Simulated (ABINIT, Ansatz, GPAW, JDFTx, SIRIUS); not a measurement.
**One calculation of WS2, 5 ways**

```
CELL_PARAMETERS angstrom
3.18000 0.00000 0.00000
-1.59000 2.75396 0.00000
0.00000 0.00000 12.50000
ATOMIC_POSITIONS crystal
W 0.67041 0.33213 0.74851
W 0.35153 0.67611 0.24816
S 0.65055 0.32885 0.37056
S 0.33238 0.66576 0.86980
S 0.68359 0.34050 0.12215
S 0.35274 0.67578 0.62642
```

Atoms were shifted at random by some hundredths of an Å from the given cell, which wasn't relaxed again for these runs.

Alike in all runs: task single point; functional PBEsol; k mesh 10 × 10 × 3; occupations fermi-dirac, width 0.05 eV; no spin polarisation; no spin-orbit coupling. Pressure is positive in compression and, in plane waves, holds the error of the finite cutoff.

| program and potentials | plane-wave cutoff (eV) | notes | pressure (GPa) | largest force (eV/Å) |
| --- | --- | --- | --- | --- |
| ABINIT, PseudoDojo NC SR PBEsol v0.4.1 standard | 1007 | - | 0.23 | 1.343 |
| JDFTx, PseudoDojo-SR-PBEsol-0.4.1-standard with smoothed tails | 1007 | - | 0.23 | 1.343 |
| GPAW, PAW data sets generated for this functional | 600 | - | 0.17 | 1.346 |
| SIRIUS, PseudoDojo 0.4.1 PBEsol standard (scalar relativistic) | 1030 | - | 0.23 | 1.343 |
| Ansatz, all-electron LAPW, scalar-relativistic | - | - | 0.28 | 1.343 |

Force on atom 2 (W), eV/Å:

```json
{"program and potentials": "ABINIT, PseudoDojo NC SR PBEsol v0.4.1 standard", "x": "-0.948", "y": "-0.459", "z": "-0.833"}
{"program and potentials": "JDFTx, PseudoDojo-SR-PBEsol-0.4.1-standard with smoothed tails", "x": "-0.948", "y": "-0.460", "z": "-0.833"}
{"program and potentials": "GPAW, PAW data sets generated for this functional", "x": "-0.949", "y": "-0.460", "z": "-0.836"}
{"program and potentials": "SIRIUS, PseudoDojo 0.4.1 PBEsol standard (scalar relativistic)", "x": "-0.948", "y": "-0.459", "z": "-0.833"}
{"program and potentials": "Ansatz, all-electron LAPW, scalar-relativistic", "x": "-0.948", "y": "-0.459", "z": "-0.834"}
```

The pressure spans 0.17 (GPAW, PAW data sets generated for this functional) to 0.28 GPa (Ansatz, all-electron LAPW, scalar-relativistic), with all-electron results at 0.28.

Differences between rows come from potentials, basis sets and numerical settings, since the functional is the same but for its coding. Runs on potential files found faulty are left out.
